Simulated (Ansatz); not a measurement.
Write the native input for Ansatz 0.2.0 that does the following.

```yaml
Task: density of states
Functional: PBEsol
Potentials_or_basis: all-electron LAPW, scalar-relativistic
Cutoff: 406 eV (chosen from the basis error)
Basis_error_allowed: 0.002 eV/atom
k_mesh: 10 × 10 × 5
Occupations: fermi-dirac, width 0.05 eV
Spin: no spin polarisation
Hubbard_terms: Cu d U = 2 eV
```

The system is CuO (Tenorite).

```
Cu O
1.0
     2.34185   -1.71130    0.00000
     2.34185    1.71130    0.00000
    -0.85003    0.00000    5.05787
Cu O
2 2
Direct
  0.50000 0.00000 0.50000
  0.00000 0.50000 0.00000
  0.41840 0.58160 0.75000
  0.58160 0.41840 0.25000
```

These files were run (other wordings do the same):

input.yaml

```yaml
crystal:
  lattice:
    - [2.34185, -1.7113, 0.0]
    - [2.34185, 1.7113, 0.0]
    - [-0.8500274268, 0.0, 5.0578693947]
  atoms:
    - { symbol: Cu, position: [0.5, 0.0, 0.5] }
    - { symbol: Cu, position: [0.0, 0.5, 0.0] }
    - { symbol: O, position: [0.4184, 0.5816, 0.75] }
    - { symbol: O, position: [0.5816, 0.4184, 0.25] }
kpoints:
  mp_grid: { grid: [10, 10, 5] }
scf:
  occupations: { method: fermi_dirac, width: 0.05 }
hamiltonian:
  xc: pbesol
  pseudopotentials: { kind: all_electron, lapw: { basis_error: 0.002 } }
  hubbard:
    sites: [{ species: Cu, l: d, u_eff: 2 }]
    double_counting: fll
    projectors: ortho-atomic
output:
  forces: true
  stress: true
  eigenvalues: true
  dos: { projected: false, de: 0.1, e_range: [-20, 6] }
```

Potentials or basis: all-electron LAPW, scalar-relativistic.

Launch:

```sh
$ ansatz run input.yaml --threads 2 --pin off --max-ram 8192MiB --backend cpu --events-out ev --progress --plain --runs-dir out
```

It gave:

The pressure is -1.9 GPa and the largest force is 0.308 eV/Å. The band gap on the k mesh is none (metal or under the smearing width).

Caveat: U is the effective U less J, on atomic orbitals that reach past the spheres; the run has no spin polarisation, though such a crystal can be magnetic; U without spin polarisation on a metal has little footing; the density of states is complete only up to the lowest level of the last band computed.

It took 28 s on 2 threads of Intel(R) Xeon(R) 6975P-C (Granite Rapids), on a shared host, peak memory 0.94 GiB.
